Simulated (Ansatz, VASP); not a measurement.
Given: the input of a run of Ansatz 0.2.0 on SnTe.

input.yaml

```yaml
crystal:
  lattice:
    - [3.9047, 0.0, 0.0]
    - [0.0, 3.9047, 0.0]
    - [0.0, 0.0, 3.9047]
  atoms:
    - { symbol: Te, position: [0.5, 0.5, 0.5] }
    - { symbol: Sn, position: [0.0, 0.0, 0.0] }
hamiltonian:
  xc: pbesol
  pseudopotentials: { kind: paw }
  dispersion: d4
kpoints:
  mp_grid: { grid: [7, 7, 7] }
scf:
  occupations: { method: fermi_dirac, width: 0.05 }
output:
  forces: true
  stress: true
  eigenvalues: true
relax:
  f_tol: 0.01
  max_steps: 40
  cell: { stress_tol: 0.05 }
```

Potentials or basis: Ansatz PAW.

Run with:

```bash
$ ansatz run input.yaml --threads 2 --pin off --max-ram 5632MiB --backend cpu --events-out ev --progress --plain --runs-dir out
```

Q: Translate it to VASP 6.6.1. Potentials there: VASP PAW PBE potentials, release 64 (Te, Sn_d).

A: As run (the cutoff follows the program's own potentials):

Contents of INCAR:

```
SYSTEM = SnTe
ALGO = Normal
EDIFF = 1E-7
EDIFFG = -0.01
ENCUT = 600
GGA = PS
IBRION = 2
ISIF = 3
ISMEAR = -1
IVDW = 13
LASPH = .TRUE.
LCHARG = .FALSE.
LREAL = .FALSE.
LWAVE = .FALSE.
NELM = 60
NSW = 60
PREC = Accurate
SIGMA = 0.05
```

Contents of KPOINTS:

```
k-points
0
G
  7 7 7
  0 0 0
```

Contents of POSCAR:

```
SnTe
1.0
    3.9047000000      0.0000000000      0.0000000000
    0.0000000000      3.9047000000      0.0000000000
    0.0000000000      0.0000000000      3.9047000000
Te Sn
1 1
Direct
    0.5000000000      0.5000000000      0.5000000000
    0.0000000000      0.0000000000      0.0000000000
```

Potentials or basis: VASP PAW PBE potentials, release 64 (Te, Sn_d).

Run with:

```bash
$ cat potpaw_PBE.64/Te/POTCAR potpaw_PBE.64/Sn_d/POTCAR > POTCAR
$ mpirun -np 1 vasp_std > vasp.out
```

Both were run:

|  | VASP | Ansatz | Ansatz less VASP |
| --- | --- | --- | --- |
| gap on the k mesh at the Fermi level, each at its own relaxed structure (eV) | none | none | - |
| relaxed volume (Å³/atom) | 26.37 | 26.30 | -0.064 |
| relaxed cell length with the largest relative difference (Å) | 3.750 | 3.747 | -0.0030 |
| energy change over the relaxation (meV/atom) | -64 | -64 | -0.4 |

A gap of «none» marks a metal or a gap that the smearing closes. The two sets of potentials don't hold the same shells in valence.

Caveats: pairwise dispersion overbinds metals, which lowers pressure and volume; the PAW data sets were made with another functional, which shifts forces and pressure a little (VASP); the plane-wave basis is chosen anew once the cell has moved, so the energies of steps on either side of that aren't comparable (Ansatz); the PAW data sets come from PBE, with cores solved anew for the run's functional, which leaves a small shift of forces and pressure (Ansatz). Spin-orbit coupling is left out, which matters for the levels of Te.
